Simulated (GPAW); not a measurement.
**Does Ga15FeAs16 (GaAs32 Fe1) carry moments in GPAW?**

Aim: find out whether Ga15FeAs16 (GaAs32 Fe1) carries moments when they start parallel, and what they gain.

Calculated with GPAW 26.7.0; PBE; plane waves with GPAW's PAW setups, scalar-relativistic.

### 1. Set-up

Symmetry: P-42m, No. 111, tetragonal system. Conventional cell: a = 11.306 Å, b = 11.306 Å, c = 5.653 Å, α = 90.00°, β = 90.00°, γ = 90.00°. Nearest to Fe lie 4 As at 2.45 Å. Nearest to As lie 3 Ga at 2.45 Å and 1 Fe at 2.45 Å. Nearest to Ga lie 4 As at 2.45 Å. As has 4 Ga at 2.45 Å nearest. As has 4 Ga at 2.45 Å nearest. substitutional dopants on the host's lattice, its constants typed without a cited source, atoms not relaxed. Farther neighbours are not listed.

The cell is a made-up one and need not be a known phase.

### 2. Run 1 (ferro +)

Parallel moments need no larger cell; this start tests for a ferromagnetic state only.

order1.py

```python
import json
import numpy as np
from ase import Atoms
from ase.parallel import paropen, parprint
from gpaw import GPAW

atoms = Atoms(['Fe', 'As', 'Ga', 'As', 'Ga', 'As', 'Ga', 'As', 'Ga', 'As', 'Ga', 'As', 'Ga', 'As', 'Ga', 'As', 'Ga', 'As', 'Ga', 'As', 'Ga', 'As', 'Ga', 'As', 'Ga', 'As', 'Ga', 'As', 'Ga', 'As', 'Ga', 'As'],
    cell=[[11.306, 0.0, 0.0],
         [0.0, 11.306, 0.0],
         [0.0, 0.0, 5.653]],
    scaled_positions=[[0.0, 0.0, 0.0],
         [0.125, 0.125, 0.25],
         [0.0, 0.25, 0.5],
         [0.125, 0.375, 0.75],
         [0.25, 0.0, 0.5],
         [0.375, 0.125, 0.75],
         [0.25, 0.25, 0.0],
         [0.375, 0.375, 0.25],
         [0.0, 0.5, 0.0],
         [0.125, 0.625, 0.25],
         [0.0, 0.75, 0.5],
         [0.125, 0.875, 0.75],
         [0.25, 0.5, 0.5],
         [0.375, 0.625, 0.75],
         [0.25, 0.75, 0.0],
         [0.375, 0.875, 0.25],
         [0.5, 0.0, 0.0],
         [0.625, 0.125, 0.25],
         [0.5, 0.25, 0.5],
         [0.625, 0.375, 0.75],
         [0.75, 0.0, 0.5],
         [0.875, 0.125, 0.75],
         [0.75, 0.25, 0.0],
         [0.875, 0.375, 0.25],
         [0.5, 0.5, 0.0],
         [0.625, 0.625, 0.25],
         [0.5, 0.75, 0.5],
         [0.625, 0.875, 0.75],
         [0.75, 0.5, 0.5],
         [0.875, 0.625, 0.75],
         [0.75, 0.75, 0.0],
         [0.875, 0.875, 0.25]],
    pbc=True,
    magmoms=[4.0, 0.0, 0.0, 0.0, 0.0, 0.0, 0.0, 0.0, 0.0, 0.0, 0.0, 0.0, 0.0, 0.0, 0.0, 0.0, 0.0, 0.0, 0.0, 0.0, 0.0, 0.0, 0.0, 0.0, 0.0, 0.0, 0.0, 0.0, 0.0, 0.0, 0.0, 0.0])
atoms.calc = GPAW(mode={'name': 'pw', 'ecut': 450},
    xc='PBE',
    kpts={'size': (3, 3, 5), 'gamma': True},
    occupations={'name': 'fermi-dirac', 'width': 0.05},
    convergence={'density': 1e-05, 'energy': 1e-05},
    maxiter=200,
    mixer={'name': 'pulay', 'beta': 0.05, 'nmaxold': 6, 'weight': 50},
    symmetry={'tolerance': 1e-4},
    txt='order1.txt')
e = atoms.get_potential_energy(force_consistent=True)
res = {'free_energy': e, 'energy_sigma0': atoms.get_potential_energy(), 'fermi_energy': atoms.calc.get_fermi_level()}
res['moments'] = atoms.get_magnetic_moments().tolist()
res['total'] = atoms.get_magnetic_moment()
parprint('site moments (muB):', np.round(res['moments'], 3))
parprint(f"total moment: {res['total']:.3f} muB")
parprint(f'free energy: {e:.6f} eV')
atoms.calc.write('order1.gpw')
with paropen('results.json', 'w') as f:
    json.dump(res, f)
```

Command:

```console
> OMP_NUM_THREADS=1 mpirun -n 4 gpaw python order1.py > order1.log
```

Numbers of over 12 decimals in the logs are rounded to 6 here.

The log of the run:

```text
site moments (muB): [3.165e+00 3.700e-02 2.000e-02 9.000e-03 2.000e-02 9.000e-03 1.100e-02
 8.000e-03 8.000e-03 9.000e-03 2.000e-02 3.700e-02 2.000e-03 8.000e-03
 1.100e-02 9.000e-03 8.000e-03 9.000e-03 2.000e-03 8.000e-03 2.000e-02
 3.700e-02 1.100e-02 9.000e-03 7.000e-03 8.000e-03 2.000e-03 9.000e-03
 2.000e-03 9.000e-03 1.100e-02 3.700e-02]
total moment: 4.467 muB
free energy: -136.031492 eV

--- order1.txt ---
Input parameters:
  mode=PW(ecut=450),
  convergence={'density': 1e-05, 'energy': 1e-05},
  kpts=MonkhorstPack(size=(3, 3, 5), gamma=True),
  maxiter=200,
  mixer=Pulay(name='pulay', nmaxold=6, beta=0.05, weight=50, sigma=0.015, g_ss=None),
  occupations=Occupations(name='fermi-dirac', width=0.05),
  symmetry=Symmetry(tolerance=0.0001),
  xc=XC(name='PBE')

Diagonalizing LCAO Hamiltonian
Converting LCAO to pw mode
        .---------------------------.
       /|                           |
      / |                           |
     /  |  As            As         |
    /   |       As            As    |
   /  Ga|           Ga              |
  /    As         As As         As  |
 *      .--Ga-------------Ga--------.
 |     / As As         As As       /
 | Ga /      Ga  Ga        Ga     /
 |   Ga Ga    As   Ga Ga    As   /
 |  /As            As           /
 | /      Ga            Ga     /
 |/                           /
 Fe------------Ga------------*

Atoms  # Å, Bohr magnetons
|    | symbol |        x |        y |        z |    initial magnetic moments |
|----|--------|----------|----------|----------|-----------------------------|
|  0 |     Fe | 0.000000 | 0.000000 | 0.000000 | ( 0.0000,  0.0000,  4.0000) |
|  1 |     As | 1.413250 | 1.413250 | 1.413250 | ( 0.0000,  0.0000,  0.0000) |
|  2 |     Ga | 0.000000 | 2.826500 | 2.826500 | ( 0.0000,  0.0000,  0.0000) |
|  3 |     As | 1.413250 | 4.239750 | 4.239750 | ( 0.0000,  0.0000,  0.0000) |
|  4 |     Ga | 2.826500 | 0.000000 | 2.826500 | ( 0.0000,  0.0000,  0.0000) |
|  5 |     As | 4.239750 | 1.413250 | 4.239750 | ( 0.0000,  0.0000,  0.0000) |
|  6 |     Ga | 2.826500 | 2.826500 | 0.000000 | ( 0.0000,  0.0000,  0.0000) |
|  7 |     As | 4.239750 | 4.239750 | 1.413250 | ( 0.0000,  0.0000,  0.0000) |
|  8 |     Ga | 0.000000 | 5.653000 | 0.000000 | ( 0.0000,  0.0000,  0.0000) |
|  9 |     As | 1.413250 | 7.066250 | 1.413250 | ( 0.0000,  0.0000,  0.0000) |
| 10 |     Ga | 0.000000 | 8.479500 | 2.826500 | ( 0.0000,  0.0000,  0.0000) |
| 11 |     As | 1.413250 | 9.892750 | 4.239750 | ( 0.0000,  0.0000,  0.0000) |
| 12 |     Ga | 2.826500 | 5.653000 | 2.826500 | ( 0.0000,  0.0000,  0.0000) |
| 13 |     As | 4.239750 | 7.066250 | 4.239750 | ( 0.0000,  0.0000,  0.0000) |
| 14 |     Ga | 2.826500 | 8.479500 | 0.000000 | ( 0.0000,  0.0000,  0.0000) |
| 15 |     As | 4.239750 | 9.892750 | 1.413250 | ( 0.0000,  0.0000,  0.0000) |
| 16 |     Ga | 5.653000 | 0.000000 | 0.000000 | ( 0.0000,  0.0000,  0.0000) |
| 17 |     As | 7.066250 | 1.413250 | 1.413250 | ( 0.0000,  0.0000,  0.0000) |
| 18 |     Ga | 5.653000 | 2.826500 | 2.826500 | ( 0.0000,  0.0000,  0.0000) |
| 19 |     As | 7.066250 | 4.239750 | 4.239750 | ( 0.0000,  0.0000,  0.0000) |
| 20 |     Ga | 8.479500 | 0.000000 | 2.826500 | ( 0.0000,  0.0000,  0.0000) |
| 21 |     As | 9.892750 | 1.413250 | 4.239750 | ( 0.0000,  0.0000,  0.0000) |
| 22 |     Ga | 8.479500 | 2.826500 | 0.000000 | ( 0.0000,  0.0000,  0.0000) |
| 23 |     As | 9.892750 | 4.239750 | 1.413250 | ( 0.0000,  0.0000,  0.0000) |
| 24 |     Ga | 5.653000 | 5.653000 | 0.000000 | ( 0.0000,  0.0000,  0.0000) |
| 25 |     As | 7.066250 | 7.066250 | 1.413250 | ( 0.0000,  0.0000,  0.0000) |
| 26 |     Ga | 5.653000 | 8.479500 | 2.826500 | ( 0.0000,  0.0000,  0.0000) |
| 27 |     As | 7.066250 | 9.892750 | 4.239750 | ( 0.0000,  0.0000,  0.0000) |
| 28 |     Ga | 8.479500 | 5.653000 | 2.826500 | ( 0.0000,  0.0000,  0.0000) |
| 29 |     As | 9.892750 | 7.066250 | 4.239750 | ( 0.0000,  0.0000,  0.0000) |
| 30 |     Ga | 8.479500 | 8.479500 | 0.000000 | ( 0.0000,  0.0000,  0.0000) |
| 31 |     As | 9.892750 | 9.892750 | 1.413250 | ( 0.0000,  0.0000,  0.0000) |

Unit cell  # Å
| periodic |         x |         y |        z |   lengths |    angles |
|----------|-----------|-----------|----------|-----------|-----------|
|      yes | 11.306000 |  0.000000 | 0.000000 | 11.306000 | 90.000000 |
|      yes |  0.000000 | 11.306000 | 0.000000 | 11.306000 | 90.000000 |
|      yes |  0.000000 |  0.000000 | 5.653000 |  5.653000 | 90.000000 |

Number of symmetries: 8

BZ-sampling:
  Number of BZ points: 45
  Number of IBZ points: 9

  Monkhorst-Pack size: [3, 3, 5]
  Monkhorst-Pack shift: [0, 0, 0]

K-points  # in reciprocal-cell coordinates
|   |                                coordinates |     weight |
|---|--------------------------------------------|------------|
| 0 | (  0.00000000,   0.00000000,   0.00000000) | 0.02222222 |
| 1 | (  0.00000000,   0.00000000,   0.20000000) | 0.04444444 |
| 2 | (  0.00000000,   0.00000000,   0.40000000) | 0.04444444 |
| 3 | (  0.33333333,   0.00000000,   0.00000000) | 0.08888889 |
| 4 | (  0.33333333,   0.00000000,   0.20000000) | 0.17777778 |
| 5 | (  0.33333333,   0.00000000,   0.40000000) | 0.17777778 |
| 6 | (  0.33333333,   0.33333333,   0.00000000) | 0.08888889 |
| 7 | (  0.33333333,   0.33333333,   0.20000000) | 0.17777778 |
| 8 | (  0.33333333,   0.33333333,   0.40000000) | 0.17777778 |

Plane wave coefficients: 15715
Cutoff: 450.000000 eV

Spin-components: 2 (collinear spins)
Bands:           87
Projectors:      161
Spin-degeneracy: 1
Datatype:        complex128

Parallelization:
  kpt:    4
  domain: 1
  band:   1

Density:
  Valence electrons: 133.0
  Components: 2
  Grid points: [56 56 28]
  Charge: 0.0  # |e|

Potential:
  Grid points: [56 56 28]

species:
  Fe:
    name:    Iron
    Z:       26.0
    valence: 8
    core:    18
    charge:  0.0  # [|e|]
    compensation charges:
      type: gauss
      rc: 0.33  # [Å]
      lmax: 2
    cutoffs:
      filter: 2.06  # [Å]
      core: 2.67  # [Å]
    projectors
    | kind |    occ | energy [eV] | rcut [Å] |
    |------|--------|-------------|----------|
    |   4s |  2.000 |      -5.291 |    1.164 |
    |   4p |  0.000 |      -1.326 |    1.058 |
    |   3d |  6.000 |      -7.505 |    1.058 |
    |    s |        |      21.920 |    1.164 |
    |    p |        |      25.885 |    1.058 |
    |    d |        |      19.706 |    1.058 |

    Using partial waves for Fe as LCAO basis

  As:
    name:    Arsenic
    Z:       33.0
    valence: 5
    core:    28
    charge:  0.0  # [|e|]
    compensation charges:
      type: gauss
      rc: 0.33  # [Å]
      lmax: 2
    cutoffs:
      filter: 1.87  # [Å]
      core: 2.96  # [Å]
    projectors
    | kind |    occ | energy [eV] | rcut [Å] |
    |------|--------|-------------|----------|
    |   4s |  2.000 |     -14.487 |    1.058 |
    |   4p |  3.000 |      -5.196 |    1.058 |
    |    s |        |      12.725 |    1.058 |
    |    p |        |      22.016 |    1.058 |
    |    d |        |       0.000 |    1.058 |

    Using partial waves for As as LCAO basis

  Ga:
    name:    Gallium
    Z:       31.0
    valence: 3
    core:    28
    charge:  0.0  # [|e|]
    compensation charges:
      type: gauss
      rc: 0.37  # [Å]
      lmax: 2
    cutoffs:
      filter: 2.06  # [Å]
      core: 4.17  # [Å]
    projectors
    | kind |    occ | energy [eV] | rcut [Å] |
    |------|--------|-------------|----------|
    |   4s |  2.000 |      -8.945 |    1.164 |
    |   4p |  1.000 |      -2.580 |    1.164 |
    |    s |        |      18.266 |    1.164 |
    |    p |        |      24.631 |    1.164 |
    |    d |        |       0.000 |    1.164 |

    Using partial waves for Ga as LCAO basis

Reference energy: -1811937.105136  # eV

eigensolver:
  PPCG
  Converge bands: occupied
  niter=2

density mixing:
  Pulay-Mixer
  Linear mixing parameters: 0.05
  Old densities: 6
  Fourier metric: weight=50, sigma=0.015

occupation numbers:
  Fermi-Dirac:
    width: 0.0500  # eV

poisson solver:
  ecut: 3600.000000  # eV

xc functional:
  name: PBE with 2 nearest neighbor stencil

convergence criteria:
- Maximum integral of absolute [dens]ity change: 1e-05 electrons / valence electron
- Maximum [total energy] change in last 3 cyles: 1e-05 eV / valence electron
- Maximum integral of absolute [eigenst]ate change: 4e-08 eV^2 / valence electron
maximum number of iterations: 200

SCF iterations
|iter     |      energy | eigst |  dens |  magmom |
|---------|-------------|-------|-------|---------|
|iter:   1|       0s | -137.258013 | -0.47 |       |  +4.0082|
|iter:   2|      16s | -136.974926 | -1.98 | -0.87 |  +3.9870|
|iter:   3|      32s | -136.764914 | -3.09 | -0.91 |  +4.0177|
|iter:   4|      48s | -135.955110 | -1.62 | -0.94 |  +4.2584|
|iter:   5|      63s | -136.144103 | -2.26 | -1.28 |  +4.2838|
|iter:   6|      78s | -136.069917 | -2.85 | -1.43 |  +4.3332|
|iter:   7|      94s | -136.016460 | -3.30 | -1.78 |  +4.3411|
|iter:   8|     109s | -136.006124 | -3.38 | -1.98 |  +4.3703|
|iter:   9|     124s | -136.006990 | -4.37 | -2.39 |  +4.3695|
|iter:  10|     139s | -136.007470 | -4.74 | -2.44 |  +4.3823|
[... 27 iterations left out ...]
|iter:  38|     467s | -136.009160c| -8.61c| -4.72 |  +4.4693|
|iter:  39|     475s | -136.009159c| -8.73c| -4.72 |  +4.4692|
|iter:  40|     483s | -136.009159c| -9.29c| -4.74 |  +4.4691|
|iter:  41|     491s | -136.009152c| -8.23c| -4.74 |  +4.4685|
|iter:  42|     499s | -136.009147c| -8.37c| -4.86 |  +4.4680|
|iter:  43|     507s | -136.009146c| -8.66c| -4.89 |  +4.4679|
|iter:  44|     515s | -136.009148c| -8.22c| -4.92 |  +4.4679|
|iter:  45|     524s | -136.009149c| -8.35c| -4.92 |  +4.4678|
|iter:  46|     531s | -136.009145c| -8.26c| -4.93 |  +4.4676|
|iter:  47|     539s | -136.009144c| -7.96c| -5.10c|  +4.4672|

Converged in 47 steps
Energy contributions relative to reference atoms: (reference = -1811937.105136)

Energy contributions:
  Kinetic:         424.444556
  Coulomb:        -376.444372
  Zero:              0.375151
  External:          0.000000
  Xc:             -184.362130
  Entropy:          -0.044698
  Spinorbit:         0.000000
  ----------------------------
  Free energy:    -136.031492
  Extrapolated:   -136.009144

dipole moment: (-114.179454, -114.179454, -114.828656)  # |e|*Ang

Total magnetic moment: (0.000000, 0.000000, 4.467237)

Local magnetic moments
|        x |        y |        z |
|----------|----------|----------|
| 0.000000 | 0.000000 | 3.164980 |  # Fe   0
| 0.000000 | 0.000000 | 0.037051 |  # As   1
| 0.000000 | 0.000000 | 0.019759 |  # Ga   2
| 0.000000 | 0.000000 | 0.009016 |  # As   3
| 0.000000 | 0.000000 | 0.019759 |  # Ga   4
| 0.000000 | 0.000000 | 0.009016 |  # As   5
| 0.000000 | 0.000000 | 0.010655 |  # Ga   6
| 0.000000 | 0.000000 | 0.007859 |  # As   7
| 0.000000 | 0.000000 | 0.008003 |  # Ga   8
| 0.000000 | 0.000000 | 0.009016 |  # As   9
| 0.000000 | 0.000000 | 0.019759 |  # Ga  10
| 0.000000 | 0.000000 | 0.037051 |  # As  11
| 0.000000 | 0.000000 | 0.001614 |  # Ga  12
| 0.000000 | 0.000000 | 0.007859 |  # As  13
| 0.000000 | 0.000000 | 0.010655 |  # Ga  14
| 0.000000 | 0.000000 | 0.009016 |  # As  15
[...]
| 0.000000 | 0.000000 | 0.010655 |  # Ga  22
| 0.000000 | 0.000000 | 0.009016 |  # As  23
| 0.000000 | 0.000000 | 0.007408 |  # Ga  24
| 0.000000 | 0.000000 | 0.007859 |  # As  25
| 0.000000 | 0.000000 | 0.001614 |  # Ga  26
| 0.000000 | 0.000000 | 0.009016 |  # As  27
| 0.000000 | 0.000000 | 0.001614 |  # Ga  28
| 0.000000 | 0.000000 | 0.009016 |  # As  29
| 0.000000 | 0.000000 | 0.010655 |  # Ga  30
| 0.000000 | 0.000000 | 0.037051 |  # As  31

Fermi level: 4.961
Eigenvalues  # (at kpt = [0.000, 0.000, 0.000])
| band index |      eig [eV] | occ [0-1] |      eig [eV] | occ [0-1] |
|------------|---------------|-----------|---------------|-----------|
|          0 |        -7.783 |     1.000 |        -7.756 |     1.000 |
|        ... |               |           |               |           |
|         58 |         3.289 |     1.000 |         3.602 |     1.000 |
|         59 |         3.359 |     1.000 |         3.602 |     1.000 |
|         60 |         3.359 |     1.000 |         3.703 |     1.000 |
|         61 |         3.668 |     1.000 |         4.494 |     1.000 |
|         62 |         3.758 |     1.000 |         4.545 |     1.000 |
|         63 |         3.761 |     1.000 |         4.545 |     1.000 |
|         64 |         4.041 |     1.000 |         4.939 |     0.610 |
|         65 |         4.041 |     1.000 |         4.948 |     0.564 |
|         66 |         5.120 |     0.040 |         5.652 |     0.000 |
|         67 |         5.142 |     0.026 |         5.813 |     0.000 |
|         68 |         5.142 |     0.026 |         5.881 |     0.000 |
|         69 |         5.602 |     0.000 |         5.881 |     0.000 |
|         70 |         6.443 |     0.000 |         6.540 |     0.000 |
|         71 |         6.443 |     0.000 |         6.540 |     0.000 |
|         72 |         6.455 |     0.000 |         6.565 |     0.000 |
|         73 |         6.647 |     0.000 |         6.699 |     0.000 |
|        ... |               |           |               |           |
|         86 |         8.280 |     0.000 |         8.374 |     0.000 |

No gap
No difference between direct/indirect transitions
```

Run time: 9.4 min. Hardware: 4 MPI ranks of Arm Neoverse V2, shared host; peak memory 2.2 GiB.

Spin moment in the augmentation sphere by element, in μB:

| element | atoms | mean | spread (r.m.s.) | least | largest |
| --- | --- | --- | --- | --- | --- |
| Fe | 1 | 3.16 | 0.00 | 3.16 | 3.16 |
| As | 16 | 0.02 | 0.01 | 0.01 | 0.04 |
| Ga | 15 | 0.01 | 0.01 | 0.00 | 0.02 |

The atoms farthest from the mean of their element:

| atom | x, y, z (Å) | spin moment in the augmentation sphere (μB) |
| --- | --- | --- |
| As2 | 1.41, 1.41, 1.41 | 0.04 |
| As12 | 1.41, 9.89, 4.24 | 0.04 |
| As32 | 9.89, 9.89, 1.41 | 0.04 |
| As22 | 9.89, 1.41, 4.24 | 0.04 |
| Ga11 | 0.00, 8.48, 2.83 | 0.02 |
| Ga21 | 8.48, 0.00, 2.83 | 0.02 |
| Ga5 | 2.83, 0.00, 2.83 | 0.02 |
| Ga3 | 0.00, 2.83, 2.83 | 0.02 |

Read from the output:

| Quantity | Value |
| --- | --- |
| magnetization | 4.467 μB |
| final state | ferromagnetic |

After 47 cycles the largest moment stands at 3.16 μB.

[end of part 1 of 2]

[Logs and program files are shortened in this print: banners, set-up blocks, solver, clock and traceback lines can be left out without a mark of their own.]

[Logs are printed without paths, hosts, clocks, repeated set-up lines and the standing remarks that a program may print on its own settings, such as how far it seeks lower states.]

[Hosts, paths, dates, database ids (printed as entryN), source tags and the programs' standing remarks are cut or masked in the printed files.]

[Where a cell is said to come from a database of computed structures, the database is the Materials Project.]
